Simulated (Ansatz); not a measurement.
# CuO (Cccm) in Ansatz: settings compared

The runs below take CuO through density of states, with PBEsol, PBEsol+U.

All numbers are computed with Ansatz 0.2.0; they aren't measurements. Logs are shortened: lines on timing, memory, paths and dates and some standing lists are left out, and cuts for length are marked.

**1. Starting point**

The structure is orthorhombic, space group Cccm (No. 66). The conventional cell has a = 3.982 Å, b = 4.307 Å, c = 5.156 Å, α = 90.00°, β = 90.00°, γ = 90.00°. Around Cu (site symmetry 2/m) lie 4 O at 1.95 Å. O (site symmetry 222) is surrounded by 4 Cu at 1.95 Å.

Measurements of this composition are mostly on another form, of space group No. 15.

**2. Density of states, PBEsol**

Input file input.yaml:

```yaml
crystal:
  lattice:
    - [1.990968, -2.15355, 0.0]
    - [1.990968, 2.15355, 0.0]
    - [0.0, 0.0, 5.155928]
  atoms:
    - { symbol: Cu, position: [0.5, 0.0, 0.0] }
    - { symbol: Cu, position: [0.0, 0.5, 0.5] }
    - { symbol: O, position: [0.5, 0.5, 0.25] }
    - { symbol: O, position: [0.5, 0.5, 0.75] }
kpoints:
  mp_grid: { grid: [9, 9, 5] }
scf:
  occupations: { method: fermi_dirac, width: 0.05 }
hamiltonian:
  xc: pbesol
  pseudopotentials: { kind: all_electron, lapw: { basis_error: 0.002 } }
output:
  forces: true
  stress: true
  eigenvalues: true
  dos: { projected: false, de: 0.1, e_range: [-20, 8] }
```

Potentials or basis: all-electron LAPW, scalar-relativistic.

Started as:

```console
> ansatz run input.yaml --threads 2 --pin off --max-ram 8192MiB --backend cpu --events-out ev --progress --plain --runs-dir out
```

Log:

```text
Warning: RAYON_NUM_THREADS=2 ignored (pool sized by the plan → 2); use --threads N
LAPW: plane waves up to 10.317 Å⁻¹, error target 2.0e-3 eV per atom; small_component_spin mean_spin; O in spheres of 0.874 Å, 8 of its electrons in bands, Dirac shells []; Cu in spheres of 1.078 Å, 19 of its electrons in bands, Dirac shells [] (how accurate: hamiltonian.pseudopotentials.lapw.basis_error, Limitations)
Engine: ansatz 0.2.0, aarch64-unknown-linux-gnu
Pseudopotentials: kind: all_electron
Pseudopotential: Cu, LAPW, valence charge 19, lapw/all_electron/scalar/gaussian/Cu, Koelling and Harmon's equation, gaussian nucleus
Pseudopotential: O, LAPW, valence charge 8, lapw/all_electron/scalar/gaussian/O, Koelling and Harmon's equation, gaussian nucleus
Functional definition: PBEsol
  exchange = pbesol_x
  correlation = pbesol_c
Crystal: 4 atoms, lattice volume = 44.214 Å³
Basis set: ecut = 405.52305352039053 eV, 817 PW (Γ), exchange–correlation at level 2
Bands: 33, of which v1, the nominal top of the filled ones, is band 27 counted from 1 (26 counted from 0)
Symmetry: 8 space group operations
Space group: Cccm (ITA 66), of the structure as read, at distance tolerance 3.5e-5 Å
k-points: 75 of 405
Non-local potential: Cu, projectors of the file, none
Non-local potential: O, projectors of the file, none
Initial density: superposition of atomic densities (chi_scale 0.1, normalization cell, long waves kept (reshape's long-wave potential 0.00 eV rms))
Initial wavefunctions: plane waves of lowest kinetic energy (no species holds an atomic orbital)
Functional: x = pbesol(κ = 0.804, μ = 0.12345679012345678), c = pbesol(β = 0.046)
iter 1 solved again at ethr=2.18e-2 eV; its pass at ethr=1.00e-1 eV (dr2=1.17e1 eV) is discarded
SCF iter   1: F=—  HF=-94082.842629 eV  |F-HF|=—  |Δ(HF+E_count)|=         —  Δρ=1.55e-1  dr2=1.18e1  ethr=2.18e-2  ⟨swp⟩=2.0  Hψ=16003  notcnv=0
preconditioner: auto → LDOS  [metal: Δε(μ)=0.008 eV  Ē_g=11.671 eV  σ=0.050 eV  W_gap=0.04  n_scr=16 (ndim 8)  ℏωp=32.6 eV  f_vac=0.013  D(μ)=5.79/eV (n_scr^D=86)  β→1.0]
SCF iter   2: F=—  HF=-94078.862187 eV  |F-HF|=—  |Δ(HF+E_count)|=    3.98e0  Δρ=9.13e-2  dr2=4.31e0  ethr=2.18e-2  ⟨swp⟩=2.0  Hψ=7426  notcnv=0
SCF iter   3: F=—  HF=-94078.108361 eV  |F-HF|=—  |Δ(HF+E_count)|=   7.54e-1  Δρ=5.86e-2  dr2=1.58e0  ethr=7.98e-3  ⟨swp⟩=2.1  Hψ=7582  notcnv=0
iter 4 solved again at ethr=7.50e-5 eV; its pass at ethr=2.92e-3 eV (dr2=4.05e-2 eV) is discarded
SCF iter   4: F=—  HF=-94076.659893 eV  |F-HF|=—  |Δ(HF+E_count)|=    1.45e0  Δρ=1.26e-2  dr2=4.05e-2  ethr=7.50e-5  ⟨swp⟩=2.0  Hψ=12668  notcnv=0
SCF iter   5: F=—  HF=-94076.686180 eV  |F-HF|=—  |Δ(HF+E_count)|=         —  Δρ=3.12e-3  dr2=2.95e-3  ethr=7.49e-5  ⟨swp⟩=2.0  Hψ=7575  notcnv=0
the basis was enlarged: its passes take 496.8 KiB over the memory plan, 2 of 2 planned eigensolver slots
SCF iter   6: F=—  HF=-94076.687520 eV  |F-HF|=—  |Δ(HF+E_count)|=   1.34e-3  Δρ=2.83e-4  dr2=3.87e-5  ethr=5.46e-6  ⟨swp⟩=2.0  Hψ=7161  notcnv=0
SCF iter   7: F=—  HF=-94076.687516 eV  |F-HF|=—  |Δ(HF+E_count)|=   4.10e-6  Δρ=4.49e-5  dr2=3.34e-7  ethr=7.16e-8  ⟨swp⟩=2.0  Hψ=7161  notcnv=0
SCF iter   8: F=-94076.687516 eV  HF=-94076.687516 eV  |F-HF|=7.79e-8  |Δ(HF+E_count)|=   2.34e-7  Δρ=1.40e-5  dr2=7.24e-8  ethr=6.19e-10  ⟨swp⟩=3.0  Hψ=7576  notcnv=0
SCF 1 converged in 8 iterations: F = -94076.687516 eV  dr2 = 7.24e-8
SCF converged after 8 iterations
Free energy (F): -94076.687516 eV
Harris-Foulkes:  -94076.687516 eV  (|F-HF|=7.79e-8)
Internal energy: -94076.668174 eV  (E = F + TS)
E sigma→0 (E₀):  -94076.677845 eV
Entropy (-TS):   -0.019342 eV (-4.835 meV/atom)
Fermi energy:    10.659053 eV
--- Per-component energies (eV) ---
  E_band       = -2910.020184
  E_kinetic    = 95600.194076
  E_xc         = -4053.933996
  E_electrostatic = -185622.928254  (all electrons and nuclei)
  E_smearing   = -0.019342  (= −TS)
  E_closure    = 0.000000  (closes the sum)
  E_atoms      = -94055.158867  (free atoms, spherical and without spin; not in F)
  Σ components = -94076.687516   (vs F -94076.687516, Δ=0.00e0)
  Basis errors (estimates in eV, not in F): energy 8.6e-4 per atom: plane waves 7.8e-4 (4.7e-4 summed), levels above the bands 3.7e-95, relativity 1.1e-7, radial functions 7.5e-5, core shells 5.9e-9; eigenvalues (radial functions only) 1.3e-5; not estimated: angular momenta, meshes, grids; target (lapw.basis_error) 2.0e-3; muffin-tin radii O 0.874 Å, Cu 1.078 Å
--- Forces (eV/Å), atoms counted from 1 ---
  atom   1  Cu    -0.00000000    -0.00000000     0.00000000
  atom   2  Cu    -0.00000000     0.00000000     0.00000000
  atom   3  O      0.00000000     0.00000000    -0.00000000
  atom   4  O      0.00000000    -0.00000000     0.00000000
  max |Σ_I F_I| component: 3.94e-31 eV/Å
--- Stress (GPa, compression-positive) ---
       -4.439190      -0.000000       0.000000
       -0.000000      -6.066116      -0.000000
        0.000000      -0.000000      -7.595138
  P = ⅓ Tr σ = -6.0335 GPa (-60.335 kbar)
--- Band table (eV; the first three rows and the last of 75) ---
  k-point 0: bands = ["-494.3025", "-494.3025", "-101.7071", "-101.7068", "-59.3469", "-59.3466", "-59.3138", "-59.3080", "-59.0364", "-59.0360", "-9.0890", "-7.7539", "2.4647", "5.1440", "5.3072", "6.9349", "7.2029", "7.2131", "7.3840", "7.6935", "8.1441", "8.2666", "8.3208", "8.3306", "8.3965", "8.8022", "11.2656", "11.4506", "12.0027", "16.6199", "17.8881", "23.8131", "25.0131"]
  k-point 1: bands = ["-494.3025", "-494.3025", "-101.7071", "-101.7068", "-59.3469", "-59.3467", "-59.3133", "-59.3086", "-59.0363", "-59.0360", "-8.9822", "-7.9087", "2.8565", "5.1702", "5.3053", "6.7526", "7.0318", "7.0329", "7.1253", "7.3828", "8.2708", "8.3333", "8.3880", "8.5564", "8.6314", "8.7062", "11.1076", "11.2743", "12.5258", "15.7227", "19.1219", "23.9350", "24.7298"]
  k-point 2: bands = ["-494.3025", "-494.3025", "-101.7070", "-101.7069", "-59.3468", "-59.3467", "-59.3118", "-59.3100", "-59.0362", "-59.0361", "-8.6861", "-8.2800", "3.9120", "5.2318", "5.2856", "5.3534", "6.8266", "6.8315", "7.2180", "7.3443", "8.3477", "8.3561", "8.3674", "8.5053", "9.0254", "9.0763", "10.8184", "10.9022", "13.5432", "14.6109", "21.1029", "23.1661", "24.3234"]
  k-point 74: bands = ["-494.3025", "-494.3025", "-101.7058", "-101.7058", "-59.3582", "-59.3574", "-59.3091", "-59.3087", "-59.0450", "-59.0445", "-7.8062", "-7.6517", "4.3758", "4.7554", "4.8202", "5.2039", "5.2968", "5.5026", "7.6982", "7.9409", "8.3507", "8.3773", "8.6642", "8.6739", "9.2343", "9.2760", "9.8473", "10.5978", "14.1288", "15.3198", "20.5181", "20.7994", "22.1407"]
```

Run time: 17 s. Hardware: 2 threads of Arm Neoverse V2, shared host; peak memory 0.58 GiB.

What came out:

```
Free energy            : -94076.6875 eV
Pressure               : -6.0 GPa
Band gap on the k mesh : none (metal or under the smearing width)
```

Stress tensor (GPa, compression positive):
```
-4.44  0.00  0.00
 0.00 -6.07  0.00
 0.00  0.00 -7.60
```

States per cell in windows of 0.5 eV (zero at the Fermi level; states under -8 eV left out):
| from (eV) | total |
| --- | --- |
| -8.0 | 0.14 |
| -7.5 | 0.40 |
| -7.0 | 1.44 |
| -6.5 | 1.42 |
| -6.0 | 2.02 |
| -5.5 | 2.67 |
| -5.0 | 1.16 |
| -4.5 | 1.38 |
| -4.0 | 1.17 |
| -3.5 | 1.07 |
| -3.0 | 3.54 |
| -2.5 | 6.69 |
| -2.0 | 4.22 |
| -1.5 | 0.79 |
| -1.0 | 0.58 |
| -0.5 | 1.12 |
| 0.0 | 1.22 |
| 0.5 | 0.96 |
| 1.0 | 0.02 |
| 1.5 | 0.02 |
| 2.0 | 0.06 |
| 2.5 | 0.13 |
| 3.0 | 0.25 |
| 3.5 | 0.59 |
| 4.0 | 0.95 |
| 4.5 | 0.30 |
| 5.0 | 1.22 |
| 5.5 | 0.40 |
| 6.0 | 0.08 |
| 6.5 | 0.01 |
| 7.0 | 0.10 |
| 7.5 | 0.17 |

Caveat: the run has no spin polarisation, though such a crystal can be magnetic; semilocal functionals often make such compounds metallic where correlation or magnetic order opens a gap, which also shifts bond lengths; the density of states is complete only up to the lowest level of the last band computed.

**3. Density of states, PBEsol+U**

Edit input.yaml of step 2 so:

```diff
@@ -17,2 +17,6 @@
   pseudopotentials: { kind: all_electron, lapw: { basis_error: 0.002 } }
+  hubbard:
+    sites: [{ species: Cu, l: d, u_eff: 2 }]
+    double_counting: fll
+    projectors: ortho-atomic
 output:
@@ -22 +26,2 @@
   dos: { projected: false, de: 0.1, e_range: [-20, 8] }
+  hubbard: {}
```

Potentials or basis: all-electron LAPW, scalar-relativistic.

Started as:

```console
> ansatz run input.yaml --threads 2 --pin off --max-ram 8192MiB --backend cpu --events-out ev --progress --plain --runs-dir out
```

Log:

```text
Warning: RAYON_NUM_THREADS=2 ignored (pool sized by the plan → 2); use --threads N
Cu: projections on atomic orbitals take those of the free atom 1s2 2s2 2p6 3s2 3p6 3d10 4s1, of charge +0.00 (hamiltonian.pseudopotentials.projection_atoms)
O: projections on atomic orbitals take those of the free atom 1s2 2s2 2p4, of charge +0.00 (hamiltonian.pseudopotentials.projection_atoms)
LAPW: plane waves up to 10.317 Å⁻¹, error target 2.0e-3 eV per atom; small_component_spin mean_spin; O in spheres of 0.874 Å, 8 of its electrons in bands, Dirac shells []; Cu in spheres of 1.078 Å, 19 of its electrons in bands, Dirac shells [] (how accurate: hamiltonian.pseudopotentials.lapw.basis_error, Limitations)
Engine: ansatz 0.2.0, aarch64-unknown-linux-gnu
Pseudopotentials: kind: all_electron
Pseudopotential: Cu, LAPW, valence charge 19, lapw/all_electron/scalar/gaussian/Cu, Koelling and Harmon's equation, gaussian nucleus
Pseudopotential: O, LAPW, valence charge 8, lapw/all_electron/scalar/gaussian/O, Koelling and Harmon's equation, gaussian nucleus
Functional definition: PBEsol
  exchange = pbesol_x
  correlation = pbesol_c
Crystal: 4 atoms, lattice volume = 44.214 Å³
[... 48 lines left out ...]
  max |Σ_I F_I| component: 7.89e-31 eV/Å
--- Stress (GPa, compression-positive) ---
       -3.757014      -0.000000       0.000000
       -0.000000      -5.074447      -0.000000
        0.000000      -0.000000      -6.357530
  P = ⅓ Tr σ = -5.0630 GPa (-50.630 kbar)
--- Band table (eV; the first three rows and the last of 75) ---
  k-point 0: bands = ["-494.4227", "-494.4226", "-101.4690", "-101.4689", "-59.1121", "-59.1118", "-59.0889", "-59.0830", "-58.8015", "-58.8011", "-9.1675", "-7.8188", "2.2575", "4.8626", "5.0244", "6.3007", "6.6396", "6.9171", "7.1438", "7.1542", "7.5333", "7.5444", "7.6080", "7.6235", "8.0801", "8.2153", "11.0599", "11.2527", "11.9051", "16.6168", "17.8709", "23.8360", "25.0438"]
  k-point 1: bands = ["-494.4227", "-494.4226", "-101.4689", "-101.4688", "-59.1121", "-59.1119", "-59.0883", "-59.0836", "-58.8014", "-58.8011", "-9.0595", "-7.9751", "2.6414", "4.9017", "5.0382", "6.1712", "6.6124", "6.6519", "6.7704", "6.7710", "7.5514", "7.6152", "7.8883", "8.0125", "8.0931", "8.1217", "10.9051", "11.0777", "12.4380", "15.6971", "19.1197", "23.9562", "24.7517"]
  k-point 2: bands = ["-494.4227", "-494.4226", "-101.4688", "-101.4688", "-59.1120", "-59.1119", "-59.0869", "-59.0850", "-58.8013", "-58.8012", "-8.7603", "-8.3501", "3.6693", "4.9900", "5.0371", "5.0466", "6.4535", "6.4608", "6.5955", "6.6558", "7.5729", "7.5954", "7.7998", "7.9227", "8.5579", "8.6098", "10.6284", "10.7129", "13.4715", "14.5606", "21.1098", "23.1828", "24.3396"]
  k-point 74: bands = ["-494.4227", "-494.4227", "-101.4677", "-101.4676", "-59.1236", "-59.1227", "-59.0841", "-59.0837", "-58.8103", "-58.8098", "-7.8910", "-7.7536", "4.1291", "4.4489", "4.6439", "4.9759", "5.1138", "5.2495", "6.8968", "7.1470", "7.5958", "7.6330", "8.1141", "8.1564", "8.6587", "8.7299", "9.5901", "10.3889", "14.1522", "15.3510", "20.5438", "20.8098", "22.1555"]
Occupation matrices written to <dir>
--- Occupation matrices: 2 shells (run DFT+U table (ortho-atomic); ε = 2.48e-3) ---
  Cu0 d_3D: site group C2h (2/m)
  Cu0 d_3D -      Tr n = 4.7259  λ = 0.782 0.966 0.990 0.992 0.996  [yz 0.54 Bg(1.00) | xy 0.87 Ag(1.00) | 2× x2-y2 0.50 Ag(0.50) | z2 0.87 Ag(1.00)]
  Cu1 d_3D: site group C2h (2/m)
  Cu1 d_3D -      Tr n = 4.7259  λ = 0.782 0.966 0.990 0.992 0.996  [yz 0.54 Bg(1.00) | xy 0.87 Ag(1.00) | 2× x2-y2 0.50 Ag(0.50) | z2 0.87 Ag(1.00)]
  Tr n, λ and their labels are of the run-group-symmetrised matrices; stabiliser: 16 of 16 elements of G0×{1,Θ} (closed), max defect 3.1e-15 at τ = 5.3e-4
```

Wall time 25 s (2 threads of Arm Neoverse V2, shared host); peak memory 0.67 GiB.

Results:

| Property | Result |
| --- | --- |
| Free energy | -94075.7542 eV |
| Pressure | -5.1 GPa |
| Band gap on the k mesh | none (metal or under the smearing width) |

States per cell in windows of 1 eV (zero at the Fermi level; states under -8 eV left out):
| from (eV) | total |
| --- | --- |
| -8.0 | 0.49 |
| -7.0 | 2.93 |
| -6.0 | 4.84 |
| -5.0 | 2.61 |
| -4.0 | 6.02 |
| -3.0 | 8.94 |
| -2.0 | 2.30 |
| -1.0 | 1.66 |
| 0.0 | 2.17 |
| 1.0 | 0.04 |
| 2.0 | 0.15 |
| 3.0 | 0.56 |
| 4.0 | 1.40 |
| 5.0 | 1.71 |
| 6.0 | 0.16 |
| 7.0 | 0.18 |

Caveat: U is the effective U less J, on atomic orbitals that reach past the spheres; the run has no spin polarisation, though such a crystal can be magnetic; U without spin polarisation on a metal has little footing; the density of states is complete only up to the lowest level of the last band computed.

**4. Density of states, PBEsol+U**

Edit input.yaml of step 3 so:

```diff
@@ -18,3 +18,3 @@
   hubbard:
-    sites: [{ species: Cu, l: d, u_eff: 2 }]
+    sites: [{ species: Cu, l: d, u_eff: 4 }]
     double_counting: fll
```

Started as:

```console
> ansatz run input.yaml --threads 2 --pin off --max-ram 8192MiB --backend cpu --events-out ev --progress --plain --runs-dir out
```

It took 24 s on 2 threads of Arm Neoverse V2, shared host; peak memory 0.67 GiB.

The run converged. Its results:

```yaml
Free_energy: -94074.8845 eV
Pressure: -3.9 GPa
Band_gap_on_the_k_mesh: none (metal or under the smearing width)
```

Stress tensor (GPa, compression positive):
```
-2.91  0.00  0.00
 0.00 -3.93  0.00
 0.00  0.00 -4.95
```

Levels at points of the mesh, in eV from the Fermi level:
```
           k point  band 24  band 25  band 26  band 27  band 28  band 29  band 30  band 31
(0.00, 0.00, 0.00)    -3.13    -2.56    -2.21     0.63     0.83     1.60     6.39     7.63
```

States per cell in windows of 1 eV (zero at the Fermi level; states under -8 eV left out):
```
from (eV)  total
     -8.0   0.67
     -7.0   3.07
     -6.0   5.07
     -5.0   4.24
     -4.0   8.30
     -3.0   6.34
     -2.0   0.50
     -1.0   1.83
      0.0   1.94
      1.0   0.02
      2.0   0.13
      3.0   0.49
      4.0   1.46
      5.0   1.66
      6.0   0.25
```

Caveat: U is the effective U less J, on atomic orbitals that reach past the spheres; the run has no spin polarisation, though such a crystal can be magnetic; U without spin polarisation on a metal has little footing; the density of states is complete only up to the lowest level of the last band computed.

**5. Density of states, PBEsol+U**

Edit input.yaml of step 4 so:

```diff
@@ -18,3 +18,3 @@
   hubbard:
-    sites: [{ species: Cu, l: d, u_eff: 4 }]
+    sites: [{ species: Cu, l: d, u_eff: 6 }]
     double_counting: fll
```

Started as:

```console
> ansatz run input.yaml --threads 2 --pin off --max-ram 8192MiB --backend cpu --events-out ev --progress --plain --runs-dir out
```

Run time: 24 s. Hardware: 2 threads of Arm Neoverse V2, shared host; peak memory 0.67 GiB.

Results (log left out):

| Property | Result |
| --- | --- |
| Free energy | -94074.0743 eV |
| Pressure | -2.7 GPa |
| Band gap on the k mesh | none (metal or under the smearing width) |

Stress tensor (GPa, compression positive):
```
-1.90  0.00  0.00
 0.00 -2.65  0.00
 0.00  0.00 -3.40
```

Levels at points of the mesh, in eV from the Fermi level:
| k point | band 25 | band 26 | band 27 | band 28 | band 29 | band 30 |
| --- | --- | --- | --- | --- | --- | --- |
| (0.00, 0.00, 0.00) | -2.83 | -2.05 | 0.65 | 0.85 | 1.76 | 6.61 |

States per cell in windows of 1 eV (zero at the Fermi level; states under -8 eV left out):
```
from (eV)  total
     -8.0   0.66
     -7.0   3.13
     -6.0   5.54
     -5.0   8.01
     -4.0   4.65
     -3.0   5.75
     -2.0   0.45
     -1.0   1.62
      0.0   2.13
      1.0   0.06
      2.0   0.08
      3.0   0.34
      4.0   1.46
      5.0   1.23
      6.0   0.87
      7.0   0.09
```

Caveat: U is the effective U less J, on atomic orbitals that reach past the spheres; the run has no spin polarisation, though such a crystal can be magnetic; U without spin polarisation on a metal has little footing; the density of states is complete only up to the lowest level of the last band computed.

**6. Density of states, PBEsol+U**

Edit input.yaml of step 5 so:

```diff
@@ -18,3 +18,3 @@
   hubbard:
-    sites: [{ species: Cu, l: d, u_eff: 6 }]
+    sites: [{ species: Cu, l: d, u_eff: 8 }]
     double_counting: fll
```

Potentials or basis: all-electron LAPW, scalar-relativistic.

Started as:

```console
> ansatz run input.yaml --threads 2 --pin off --max-ram 8192MiB --backend cpu --events-out ev --progress --plain --runs-dir out
```

Wall time 24 s (2 threads of Arm Neoverse V2, shared host); peak memory 0.66 GiB.

Results (log left out):

```yaml
Free_energy: -94073.3224 eV
Pressure: -1.2 GPa
Band_gap_on_the_k_mesh: none (metal or under the smearing width)
```

Stress tensor (GPa, compression positive):
```
-0.72  0.00  0.00
 0.00 -1.19  0.00
 0.00  0.00 -1.68
```

Levels at points of the mesh, in eV from the Fermi level:
| k point | band 24 | band 25 | band 26 | band 27 | band 28 | band 29 | band 30 | band 31 |
| --- | --- | --- | --- | --- | --- | --- | --- | --- |
| (0.00, 0.00, 0.00) | -2.81 | -2.80 | -1.89 | 0.66 | 0.87 | 1.94 | 6.85 | 8.06 |

States per cell in windows of 1 eV (zero at the Fermi level; states under -8 eV left out):
| from (eV) | total |
| --- | --- |
| -8.0 | 1.22 |
| -7.0 | 3.83 |
| -6.0 | 6.15 |
| -5.0 | 8.24 |
| -4.0 | 3.28 |
| -3.0 | 4.90 |
| -2.0 | 0.56 |
| -1.0 | 1.59 |
| 0.0 | 2.11 |
| 1.0 | 0.07 |
| 2.0 | 0.05 |
| 3.0 | 0.26 |
| 4.0 | 1.06 |
| 5.0 | 1.11 |
| 6.0 | 1.46 |
| 7.0 | 0.09 |

Caveat: U is the effective U less J, on atomic orbitals that reach past the spheres; the run has no spin polarisation, though such a crystal can be magnetic; U without spin polarisation on a metal has little footing; the density of states is complete only up to the lowest level of the last band computed.

**7. The runs side by side**

| level | U | gap on the mesh (eV) | pressure (GPa) |
| --- | --- | --- | --- |
| PBEsol | - | none | -6.0 |
| PBEsol+U | Cu d U = 2 eV | none | -5.1 |
| PBEsol+U | Cu d U = 4 eV | none | -3.9 |
| PBEsol+U | Cu d U = 6 eV | none | -2.7 |
| PBEsol+U | Cu d U = 8 eV | none | -1.2 |

Alike in all rows: task density of states; potentials or basis all-electron LAPW, scalar-relativistic; no spin polarisation; cell as given; k mesh 9 × 9 × 5; cutoff (eV) 406; smearing fermi-dirac 0.05 eV; basis error allowed 0.002 eV/atom.

Every run on the cell as given and a fine mesh finds a metal. The pressure there spans -6.0 GPa (PBEsol) to -1.2 GPa (PBEsol+U); a positive pressure means that this level wants a larger cell, a negative one a smaller.

Caveats: the run has no spin polarisation, though such a crystal can be magnetic; the density of states is complete only up to the lowest level of the last band computed; U is the effective U less J, on atomic orbitals that reach past the spheres (some runs); U without spin polarisation on a metal has little footing (some runs); semilocal functionals often make such compounds metallic where correlation or magnetic order opens a gap, which also shifts bond lengths (some runs).

Compare energies only between runs with the same functional and basis.
